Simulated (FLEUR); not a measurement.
# C (Fd-3m) in FLEUR: further runs, part 2 of 2

FLEUR MaX-R8.1 (patched build s14).

## 3. Equation of state, Wu-Cohen GGA, 5.33 Å³/atom (volume scaled by 0.94)

Contents of inp.xml:

```xml
<?xml version="1.0" encoding="UTF-8" standalone="no"?>
<fleurInput fleurInputVersion="0.39">
   <comment>
      C                                                                                                   
   </comment>
   <calculationSetup>
      <cutoffs Kmax="5.34" Gmax="16.6" GmaxXC="16.6" numbands="0"/>
      <scfLoop itmax="60" minDistance="0.00001" maxIterBroyd="15" imix="Anderson" alpha="0.05" precondParam="0.0" spinf="2.0"/>
      <coreElectrons ctail="T" frcor="F" kcrel="0" coretail_lmax="0"/>
      <xcFunctional name="wc" relativisticCorrections="F"/>
      <magnetism jspins="1"/>
      <soc l_soc="F" theta="0.0" phi="0.0" spav="F"/>
      <expertModes spex="0" secvar="F"/>
      <geometryOptimization l_f="F" forcealpha="1.0" forcemix="BFGS" epsdisp="0.00001" epsforce="0.00001"/>
      <ldaU l_linMix="F" mixParam="0.05" spinf="1.0"/>
   </calculationSetup>
   <cell>
      <bzIntegration valenceElectrons="8.0" mode="hist" fermiSmearingEnergy="0.00183747">
         <kPointListSelection listName="default-1"/>
         <!-- k-points included here -->
         <xi:include xmlns:xi="http://www.w3.org/2001/XInclude" href="kpts.xml"> </xi:include>
      </bzIntegration>
      <!-- symmetry operations included here -->
      <xi:include xmlns:xi="http://www.w3.org/2001/XInclude" href="sym.xml"> </xi:include>
      <bulkLattice scale="0.9795861087">
         <bravaisMatrix>
            <row-1>    0.0000000000000000     3.3700808788279017     3.3700808788279017</row-1>
            <row-2>    3.3700808788279017     0.0000000000000000     3.3700808788279017</row-2>
            <row-3>    3.3700808788279017     3.3700808788279017     0.0000000000000000</row-3>
         </bravaisMatrix>
      </bulkLattice>
   </cell>
   <atomSpecies>
      <species name="Carbon (C)" element="C" atomicNumber="6">
         <mtSphere radius="1.31" gridPoints="447" logIncrement="0.023"/>
         <atomicCutoffs lmax="8" lnonsphr="6"/>
         <electronConfig flipSpins="F">
            <coreConfig>(1s1/2)</coreConfig>
            <valenceConfig>(2s1/2) (2p1/2) (2p3/2)</valenceConfig>
            <stateOccupation state="(2p1/2)" spinUp="0.333333" spinDown="0.333333"/>
            <stateOccupation state="(2p3/2)" spinUp="0.666667" spinDown="0.666667"/>
         </electronConfig>
         <energyParameters s="2" p="2" d="3" f="4"/>
         <lo type="SCLO" l="0" n="2" eDeriv="2"/>
         <lo type="SCLO" l="1" n="2" eDeriv="2"/>
         <lo type="SCLO" l="2" n="3" eDeriv="2"/>
      </species>
   </atomSpecies>
   <atomGroups>
      <atomGroup species="Carbon (C)">
         <relPos label="                   1">-3.000/8.000 -3.000/8.000 -3.000/8.000</relPos>
         <relPos label="                   2">3.000/8.000 3.000/8.000 3.000/8.000</relPos>
         <force calculate="T" relaxXYZ="TTT"/>
      </atomGroup>
   </atomGroups>
   <output dos="F" band="F" slice="F">
      <checks vchk="F" cdinf="F"/>
      <bandDOS minEnergy="-.5*Htr" maxEnergy="0.5*Htr" sigma="0.015" storeEVData="T"/>
      <vacuumDOS vacdos="F" integ="F" star="F" nstars="0" locx1="0.0" locy1="0.0" locx2="0.0" locy2="0.0" nstm="0" tworkf="0.0"/>
      <unfoldingBand unfoldBand="F" supercellX="1" supercellY="1" supercellZ="1"/>
      <plotting iplot="0" polar="F">
         <plot TwoD="T" vec1="  1.0  0.0  0.0" vec2="  0.0  1.0  0.0" vec3="  0.0  0.0  1.0" zero="  0.0  0.0  0.0" file="plot"/>
      </plotting>
      <chargeDensitySlicing numkpt="0" minEigenval="0.0" maxEigenval="0.0" nnne="0" pallst="F"/>
      <specialOutput eonly="F"/>
      <magneticCircularDichroism mcd="F" energyLo="-10.0" energyUp="0.0"/>
   </output>
  <!-- We include the file relax.xml here to enable relaxations (see documentation) -->
  <xi:include xmlns:xi="http://www.w3.org/2001/XInclude" href="relax.xml"> <xi:fallback/> </xi:include>
</fleurInput>
```

Potentials or basis: all-electron, FLAPW.

Started as:

```console
$ inpgen -f crystal.txt -profile fastHighL
$ # inp.xml edited to the form shown
$ fleur
```

The log of the run:

```text
Welcome to FLEUR        (www.flapw.de)
      MaX-Release 8.1          (www.max-centre.eu)

 ========== k-point set info ==========
 Selected k-point list: default-1
 k-point list type: mesh
 13 x 13 x 13
 Number of k points: 84

 ------------Calculation Setup---------------------------
 Number of OMP-threads    :            1
 Number of basis functions:          224
 Approximate size of matrices (H+S) per k-point:         0.001 GB
 --------------------------------------------------------
 Iteration:     1   Distance:      28.11304147 me/bohr^3
 Iteration:     2   Distance:      26.47127443 me/bohr^3
 Iteration:     3   Distance:       4.14967691 me/bohr^3
 Iteration:     4   Distance:       1.14887398 me/bohr^3
 Iteration:     5   Distance:       0.28425389 me/bohr^3
 Iteration:     6   Distance:       0.02423814 me/bohr^3
 Iteration:     7   Distance:       0.01239230 me/bohr^3
 Iteration:     8   Distance:       0.00085066 me/bohr^3
 Iteration:     9   Distance:       0.00033792 me/bohr^3
 Iteration:    10   Distance:       0.00001127 me/bohr^3
 Iteration:    11   Distance:       0.00001524 me/bohr^3
 Iteration:    12   Distance:       0.00000014 me/bohr^3

 ********************************************************************
 Run finished successfully
 Stop message:
   all done
 ********************************************************************
```

out.xml (last iteration):

```text
<iteration numberForCurrentRun="   12" overallNumber="   12">
         <energyParameters units="Htr">
            <atomicEP atomType="1" spin="1" branch="2s" branchLowest="-9.24" branchHighest="3.09" value="-0.2835215384"/>
            <atomicEP atomType="1" spin="1" branch="2p" branchLowest="-9.99" branchHighest="2.54" value="-0.0920423900"/>
            <atomicEP atomType="1" spin="1" branch="3d" branchLowest="-9.99" branchHighest="7.40" value="0.1082769811"/>
            <atomicEP atomType="1" spin="1" branch="4f" branchLowest="-9.99" branchHighest="12.37" value="0.2680191294"/>
            <loAtomicEP atomType="1" spin="1" branch="2s" branchLowest="-9.24" branchHighest="3.09" value="-0.2835215384"/>
            <loAtomicEP atomType="1" spin="1" branch="2p" branchLowest="-9.99" branchHighest="2.54" value="-0.0920543592"/>
            <loAtomicEP atomType="1" spin="1" branch="3d" branchLowest="-9.99" branchHighest="7.40" value="0.1082759662"/>
         </energyParameters>
         <eigenvalues>
            <eigenvaluesAt spin="1" ikpt="1" k_x="0.00000000" k_y="0.00000000" k_z="0.00000000">
                      -0.3271483843        0.4929506640        0.4929506640        0.4929506640        0.7043276212
[... 36 lines left out ...]
            </sumOfEigenvalues>
            <densityCoulombPotentialIntegral value="-97.8071116919"/>
            <densityEffectivePotentialIntegral value="-111.7371363522"/>
            <chargeDenXCDenIntegral value="-10.7465424979"/>
            <FockExchangeEnergyValence value="0.0000000000"/>
            <FockExchangeEnergyCore value="0.0000000000"/>
            <atomTypeDependentContributions atomType="1">
               <electronNucleiInteractionDifferentMTs value="83.0536784366"/>
               <MadelungTerm value="-9.2835950439"/>
            </atomTypeDependentContributions>
            <tkbTimesEntropy value="0.0000000000"/>
            <freeEnergy value="-76.0420293610"/>
            <extrapolationTo0K value="-76.0420293610"/>
         </totalEnergy>
         <densityConvergence units="me/bohr^3">
            <chargeDensity spin="1" distance="0.0000001355"/>
         </densityConvergence>
      </iteration>
```

It took 11 s on 1 thread of AMD EPYC 7B13 (Zen 3), shared host; peak memory 0.08 GiB.

What came out:

```yaml
Free_energy: -2069.2090 eV
Band_gap_on_the_k_mesh: 4.21 eV, indirect (least direct gap 5.75 eV)
Valence_electrons_inside_the_program's_atomic_spheres: C 2.01 (radii C 1.31 bohr)
```

Caveat: an odd mesh through Γ misses points on the zone boundary, where band edges often lie.

## 4. Equation of state, Wu-Cohen GGA, 5.44 Å³/atom (volume scaled by 0.96)

inp.xml, as its differences from that of step 3:

```diff
@@ -24,3 +24,3 @@
       <xi:include xmlns:xi="http://www.w3.org/2001/XInclude" href="sym.xml"> </xi:include>
-      <bulkLattice scale="0.9795861087">
+      <bulkLattice scale="0.9864848297">
          <bravaisMatrix>
```

Started as:

```console
$ inpgen -f crystal.txt -profile fastHighL
$ # inp.xml edited to the form shown
$ fleur
```

Run time: 12 s. Hardware: 1 thread of AMD EPYC 7B13 (Zen 3), shared host; peak memory 0.09 GiB.

The run converged. Its results:

```
Free energy                                           : -2069.2371 eV
Band gap on the k mesh                                : 4.16 eV, indirect (least direct gap 5.69 eV)
Valence electrons inside the program's atomic spheres : C 1.99 (radii C 1.31 bohr)
```

Caveat: an odd mesh through Γ misses points on the zone boundary, where band edges often lie.

## 5. Equation of state, Wu-Cohen GGA, 5.67 Å³/atom

inp.xml, as its differences from that of step 4:

```diff
@@ -24,3 +24,3 @@
       <xi:include xmlns:xi="http://www.w3.org/2001/XInclude" href="sym.xml"> </xi:include>
-      <bulkLattice scale="0.9864848297">
+      <bulkLattice scale="1.0000000000">
          <bravaisMatrix>
```

Started as:

```console
$ inpgen -f crystal.txt -profile fastHighL
$ # inp.xml edited to the form shown
$ fleur
```

Run time: 11 s. Hardware: 1 thread of AMD EPYC 7B13 (Zen 3), shared host; peak memory 0.09 GiB.

It converged, with:

- Free energy: -2069.2500 eV
- Band gap on the k mesh: 4.06 eV, indirect (least direct gap 5.58 eV)
- Valence electrons inside the program's atomic spheres: C 1.96 (radii C 1.31 bohr)

Caveat: an odd mesh through Γ misses points on the zone boundary, where band edges often lie.

## 6. Equation of state, Wu-Cohen GGA, 5.90 Å³/atom (volume scaled by 1.04)

inp.xml, as its differences from that of step 5:

```diff
@@ -24,3 +24,3 @@
       <xi:include xmlns:xi="http://www.w3.org/2001/XInclude" href="sym.xml"> </xi:include>
-      <bulkLattice scale="1.0000000000">
+      <bulkLattice scale="1.0131594038">
          <bravaisMatrix>
```

Potentials or basis: all-electron, FLAPW.

Started as:

```console
$ inpgen -f crystal.txt -profile fastHighL
$ # inp.xml edited to the form shown
$ fleur
```

Run time: 11 s. Hardware: 1 thread of AMD EPYC 7B13 (Zen 3), shared host; peak memory 0.09 GiB.

It converged, with:

```
Free energy                                           : -2069.2138 eV
Band gap on the k mesh                                : 3.97 eV, indirect (least direct gap 5.47 eV)
Valence electrons inside the program's atomic spheres : C 1.92 (radii C 1.31 bohr)
```

Caveat: an odd mesh through Γ misses points on the zone boundary, where band edges often lie.

## 7. Equation of state, Wu-Cohen GGA, 6.01 Å³/atom (volume scaled by 1.06)

inp.xml, as its differences from that of step 6:

```diff
@@ -24,3 +24,3 @@
       <xi:include xmlns:xi="http://www.w3.org/2001/XInclude" href="sym.xml"> </xi:include>
-      <bulkLattice scale="1.0131594038">
+      <bulkLattice scale="1.0196128224">
          <bravaisMatrix>
```

Started as:

```console
$ inpgen -f crystal.txt -profile fastHighL
$ # inp.xml edited to the form shown
$ fleur
```

Run time: 11 s. Hardware: 1 thread of AMD EPYC 7B13 (Zen 3), shared host; peak memory 0.09 GiB.

The run converged. Its results:

| Item | Value |
| --- | --- |
| Free energy | -2069.1798 eV |
| Band gap on the k mesh | 3.93 eV, indirect (least direct gap 5.41 eV) |
| Valence electrons inside the program's atomic spheres | C 1.91 (radii C 1.31 bohr) |

Caveat: an odd mesh through Γ misses points on the zone boundary, where band edges often lie.

## 8. Equation of state, Wu-Cohen GGA

No new run: the results of the series are fitted here.

What came out:

```yaml
Equilibrium_volume: 5.61 Å³/atom
Bulk_modulus: 450 GPa
Pressure_derivative_of_the_bulk_modulus: "3.6 (rough: it moves with the points fitted)"
```

Energy against volume, from the lowest point:
```tsv
volume (Å³/atom)	energy (meV/atom)
5.332	20.48
5.445	6.46
5.672	0.00
5.899	18.11
6.012	35.09
```

## 9. Comparison with measurements

Step 8. A measured bulk modulus of C is 444.8 GPa (quoted in “Equation of state of cubic boron nitride at high pressures and temperatures”, 2007, arxiv:cond-mat/0702656); the calculated 450 GPa misses it by +1.2 %. 3 values of this kind are on record (442 to 444.8 GPa); this one was drawn at random among those near their median, those with a stated uncertainty first. The fit is for a static lattice scaled at fixed shape and fixed fractional positions. The cell as given is a measured one (5.67 Å³/atom); Wu-Cohen GGA puts the equilibrium volume -1.0 % from it, thermal expansion not counted.
